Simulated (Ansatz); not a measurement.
## GaAgSe2: settings compared (Ansatz)

The input file (Ansatz 0.2.0, plane waves):

```yaml
crystal:
  lattice:
    - [0.0, 5.946291, 0.0]
    - [5.946291, 0.0, 0.0]
    - [2.973146, 2.973146, -5.399901]
  atoms:
    - { symbol: Ag, position: [0.0, 0.0, 0.0] }
    - { symbol: Ag, position: [0.75, 0.25, 0.5] }
    - { symbol: Ga, position: [0.5, 0.5, 0.0] }
    - { symbol: Ga, position: [0.25, 0.75, 0.5] }
    - { symbol: Se, position: [0.375, 0.4133, 0.75] }
    - { symbol: Se, position: [0.5867, 0.125, 0.25] }
    - { symbol: Se, position: [0.875, 0.8367, 0.75] }
    - { symbol: Se, position: [0.1633, 0.625, 0.25] }
  symmetry: { tolerance: 0.0003 }
kpoints:
  mp_grid: { grid: [4, 4, 4], shift: [0, 0, 0] }
magnetization:
  spin_polarized: false
scf:
  occupations: { method: fermi_dirac }
hamiltonian:
  pseudopotentials: { kind: paw }
  xc: pbe
basis:
  ecutwfc: 420
output:
  forces: true
  stress: true
  eigenvalues: true
```

Run with:

```bash
ansatz run input.yaml --threads 1 --pin off --max-ram 2560MiB --backend cpu --events-out ev --progress --plain --runs-dir out
```

Origin of the cell: a database entry, scaled a little.

The smearing width isn't typed, so it takes its default of 0.1 eV.

Output of this run (shortened):

```
Pseudopotentials: kind: paw
Pseudopotential: Ag, paw, valence charge 19, recommended cutoff 420 eV (normal), Ag.paw.azcp
Pseudopotential: Ga, paw, valence charge 13, recommended cutoff 420 eV (normal), Ga.paw.azcp
Pseudopotential: Se, paw, valence charge 16, recommended cutoff 420 eV (normal), Se.paw.azcp
Functional definition: PBE
  exchange = pbe_x(kappa = kappa, mu = beta*pi^2/3)
  correlation = pbe_c(beta = beta)
Crystal: 8 atoms, lattice volume = 190.932 Å³
Basis set: ecut = 420 eV, 3711 PW (Γ), exchange–correlation on 80×80×96 points (8 copies of the dense FFT grid, shifted against one another)
Bands: 77, of which v1, the nominal top of the filled ones, is band 64 counted from 1 (63 counted from 0)
Symmetry: 8 space group operations
Space group: I-42d (ITA 122), of the structure as read, at distance tolerance 1.7e-3 Å
[… 7 lines left out …]
Initial density: superposition of atomic densities (neutral atoms: chi_scale 0, normalization atom), corrected by the library's trained network
Functional: x = pbe(κ = 0.804, μ = 0.219515), c = pbe(β = 0.066725)
SCF iter   1: F=—  HF=-44626.797279 eV  Δρ=6.59e-4  dr2=7.12e-4  defer=8
SCF iter   2: F=—  HF=-44626.800621 eV  Δρ=4.14e-4  dr2=2.53e-4  defer=13
SCF iter   3: F=—  HF=-44626.800725 eV  Δρ=1.37e-4  dr2=2.50e-5  defer=2
SCF iter   4: F=—  HF=-44626.800738 eV  Δρ=4.58e-5  dr2=2.73e-6  defer=2
SCF iter   5: F=—  HF=-44626.800741 eV  Δρ=2.24e-5  dr2=7.04e-7  defer=2
SCF iter   6: F=—  HF=-44626.800742 eV  Δρ=1.24e-5  dr2=2.49e-7  defer=2
SCF iter   7: F=-44626.800742 eV  HF=-44626.800742 eV  Δρ=3.73e-6  dr2=2.48e-8
SCF 1 converged in 7 iterations: F = -44626.800742 eV  dr2 = 2.48e-8
SCF converged after 7 iterations
Free energy (F): -44626.800742 eV
Harris-Foulkes:  -44626.800742 eV  (|F-HF|=1.37e-8)
Internal energy: -44626.797922 eV  (E = F + TS)
E sigma→0 (E₀):  -44626.799332 eV
Entropy (-TS):   -0.002819 eV (-0.352 meV/atom)
Fermi energy:    8.726172 eV
--- Per-component energies (eV) ---
  E_band       = -2384.555570
  E_kinetic    = 1765.956103
  E_local      = -20299.989022  (includes V_loc(G=0)·N_el)
  E_nonlocal   = -1367.361509
  E_hartree    = 9636.858675
  E_xc         = -924.644029
  E_vxc        = -978.426906  (∫ρ·V_xc dr)
  E_paw        = -19432.781052  (= ΣΔE_a)
  E_vpaw       = -778.445560  (= ΣTr[D̂ρ^β])
  E_aug_tail   = -0.002025  (compensation charges beyond the density's cutoff)
  E_ewald      = -14004.835064
  E_smearing   = -0.002819  (= −TS)
  Σ components = -44626.800742   (vs F -44626.800742, Δ=0.00e0)
--- Forces (eV/Å), atoms counted from 1 ---
  atom   1  Ag     0.000000     0.000000     0.000000
  atom   2  Ag     0.000000     0.000000     0.000000
  atom   3  Ga     0.000000     0.000000     0.000000
  atom   4  Ga     0.000000     0.000000     0.000000
  atom   5  Se    -0.653761     0.000000    -0.000000
  atom   6  Se    -0.000000     0.653761     0.000000
  atom   7  Se     0.653761    -0.000000     0.000000
  atom   8  Se     0.000000    -0.653761    -0.000000
  max |Σ_I F_I| component: 1.45e-16 eV/Å
--- Stress (GPa, compression-positive) ---
        5.086959      -0.000000       0.000000
       -0.000000       5.086959       0.000000
        0.000000       0.000000       4.988108
  P = ⅓ Tr σ = 5.0540 GPa (50.540 kbar)
```

The same input was run again with these changes:

1. `scf.initial_density.chi_scale` default → 0.1
2. `kpoints.mp_grid.shift` [0, 0, 0] → [0.5, 0.5, 0.5]; `scf.eigensolver.kind` default → davidson; `basis.precision` default → f64
3. `basis.ecutwfc` 420 → "400 eV"; `hamiltonian.pseudopotentials` { kind: paw } → { kind: paw, source: jth }
4. `hamiltonian.dispersion` default → d3bj

| run | end | SCF iterations | P (GPa) | max force component (eV/Å) | gap on mesh (eV) | moment (μB) | ΔE(σ→0) (meV/atom) |
| --- | --- | --- | --- | --- | --- | --- | --- |
| base | converged | 7 | 5.05 | 0.654 | 0.61 | – | 0 |
| 1 | converged | 10 | 5.05 | 0.654 | 0.61 | – | 0.00 |
| 2 | converged | 6 | 5.06 | 0.656 | 1.55 | – | -0.78 |
| 3 | converged | 9 | 5.17 | 0.652 | 0.61 | – | – |
| 4 | converged | 7 | 2.52 | 0.652 | 0.61 | – | – |

Energies are compared only where functional, datasets, charge and starting cell are the same.

Run 2: the k mesh keeps only part of the crystal's symmetry.
Run 3: the cutoff lies below the datasets' advice.

The base run ran for 16 s on 1 thread of Arm Neoverse V1 (shared host), peak memory 0.48 GiB, from the program's own first density.
